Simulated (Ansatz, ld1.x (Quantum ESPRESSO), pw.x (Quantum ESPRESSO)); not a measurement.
**boron: one change to the RRKJ potential, in the atom and in the bcc crystal**

B (Z = 5), norm-conserving RRKJ (Kleinman–Bylander form), made with ld1.x (Quantum ESPRESSO) 7.5 (PBE, scalar-relativistic). Core [He], reference 2s2 2p1. Waves: 2p (bound): rc 3.30 bohr; 3d channel at 0.2 Ry: rc 2.65 bohr; 2s (bound): rc 1.60 bohr. Local part: the s channel. Core correction: a·sin(br)/r model core inside 1.15 bohr.

Change: wave 2p (bound): rc 3.30 bohr becomes 2p (bound): rc 3.04 bohr.

Cutoffs, loose and tight: the cutoffs (Ry, on a coarse ladder) from which the occupation-weighted sum of valence levels, in a spherical-Bessel basis at the reference potential, stays within 10 and 1 mRy of its value at 400 Ry. They do not see the model core or the augmentation charge, which bear on the density cutoff. Test errors are all-electron minus pseudo excitation energies from the reference, over the configurations 2s2 2p0; 2s1 2p0; 2s2 2p0.5; 2s1 2p1; 2s1 2p2; 2s0 2p3; 2s2 2p1.3; variants that change the core or the reference have their own tests.

Crystal test: bcc B in pw.x 7.5, no spin, 18³ k-points, Fermi–Dirac smearing 0.01 Ry, cutoffs set for each file from its atomic test. The reference is all-electron LAPW (Ansatz 0.2.0) with the same functional, mesh and smearing; V0 and B0 come from Birch–Murnaghan fits to the pressures at five volumes. Errors are pseudo minus all-electron; Δ is the rms difference of the E(V) curves that follow from these fits, minima aligned, over ±6 % about the mean V0. Mesh and smearing are coarse, so the numbers serve the comparison and aren't converged zero-temperature values; the lattice is a test structure that the element need not adopt.

All-electron: a0 = 2.308 Å (V0 = 6.15 Å³/atom), B0 = 225.7 GPa.

Problem. Does the change bring the crystal closer to the all-electron result?

Solution. The mean pressure error goes from -54.58 to -31.64 GPa, so the change moves the solid closer to the all-electron pressures. Neither pressure curve crosses zero within the volumes sampled, so no fits are given.

| quantity | base | changed |
| --- | --- | --- |
| outcome (atom) | generated | generated |
| cutoff, loose (atom) | 18 Ry | 18 Ry |
| cutoff, tight (atom) | 45 Ry | 45 Ry |
| bound ghosts (atom) | none | none |
| largest test error (meV) (atom) | +155 over the solved tests; 1 of 7 tests not solved or not reliable | +346 |
| cutoffs in pw.x (Ry) | 55/220 | 55/220 |
| mean pressure error (GPa) | -54.58 | -31.64 |

Base: The largest radius (3.30 bohr) exceeds half the bond length (1.89 bohr), so the spheres overlap, which is one possible source of error among others. This is a poor potential for the solid. The pseudo pressure rises with volume over the whole range, a mechanical instability. Atomic configuration tests: 1 of 7 tests not solved or not reliable. Changed file: The largest radius (3.04 bohr) exceeds half the bond length (1.89 bohr), so the spheres overlap, which is one possible source of error among others. This is a poor potential for the solid. The atomic cutoffs weigh occupied waves only.
